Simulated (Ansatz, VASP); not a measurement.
HgTe (Coloradoite), level by level in two programs

```xyz
2
Lattice="0.0000 3.2145 3.2145 3.2145 0.0000 3.2145 3.2145 3.2145 0.0000" Properties=species:S:1:pos:R:3 pbc="T T T"
Hg    0.0000    0.0000    0.0000
Te    4.8217    4.8217    4.8217
```

Single points on this cell with VASP 6.6.1 and Ansatz 0.2.0. Each row is one pair of runs. Alike in all rows: spin: off; k mesh: 7 × 7 × 7; VASP's potentials, cutoff: VASP PAW PBE potentials, release 64 (Hg, Te), 520 eV.

```tsv
level	smearing	Ansatz's potentials, cutoff	gap on the k mesh at the Fermi level (eV), VASP	gap on the k mesh at the Fermi level (eV), Ansatz	pressure (GPa), VASP	pressure (GPa), Ansatz
PBE	fermi-dirac, width 0.05 eV	Ansatz PAW, 420 eV	none	none	4.6	4.6
PBE	fermi-dirac, width 0.05 eV	SPMS NC, 680 eV	none	none	4.6	4.6
PBE	fermi-dirac, width 0.05 eV	Ansatz PAW earlier set, 690 eV	none	none	4.6	4.6
PBE	fermi-dirac, width 0.05 eV	PseudoDojo standard (PBE files), 1120 eV	none	none	4.6	4.5
PBE	fermi-dirac, width 0.05 eV	JTH PAW, 870 eV	none	none	4.6	4.8
PBE	gaussian, width 0.03 eV	Ansatz PAW, 420 eV	none	none	4.6	4.6
PBE	gaussian, width 0.013 eV	Ansatz PAW, 420 eV	none	none	4.6	4.6
PBE	gaussian, width 0.028 eV	Ansatz PAW, 420 eV	none	none	4.6	4.6
```

Pressure (GPa): the two programs differ by at most 0.17.

A gap of «none» marks a metal or a gap that the smearing closes.
